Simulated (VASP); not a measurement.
Input of a VASP 6.6.1 run:

The input INCAR:

```
ALGO = Normal ; EDIFF = 1E-7
EDIFFG = -0.005 ; ENCUT = 600
GGA = CA ; IBRION = 2
ISIF = 3 ; ISMEAR = 1
LASPH = True ; LCHARG = False
LREAL = False ; LWAVE = False
NELM = 80 ; NSW = 90
PREC = Accurate ; SIGMA = 0.1
```

KPOINTS

```
k-points
0
Gamma
  16 16 16
```

Contents of POSCAR:

```
Pd                                      
1.0
    0.0000000000      1.9206442573      1.9206442573
    1.9206442573      0.0000000000      1.9206442573
    1.9206442573      1.9206442573      0.0000000000
  Pd            
     1
Direct
     1.0000000000000000    1.0000000000000000    0.0000000000000000
```

Potentials or basis: VASP PAW LDA potentials, release 64 (Pd).

Launch:

```console
$ cat potpaw_LDA.64/Pd/POTCAR > POTCAR
$ mpirun -np 1 vasp_std > vasp.out
```

Task: Predict the band gap on the k mesh.

Result: None (metal or under the smearing width).

Final structure:
```
CELL_PARAMETERS angstrom
0.00000 1.92064 1.92064
1.92064 0.00000 1.92064
1.92064 1.92064 0.00000
ATOMIC_POSITIONS crystal
Pd 0.00000 0.00000 0.00000
```

Caveat: the relaxation stopped at its first step, so nothing moved.
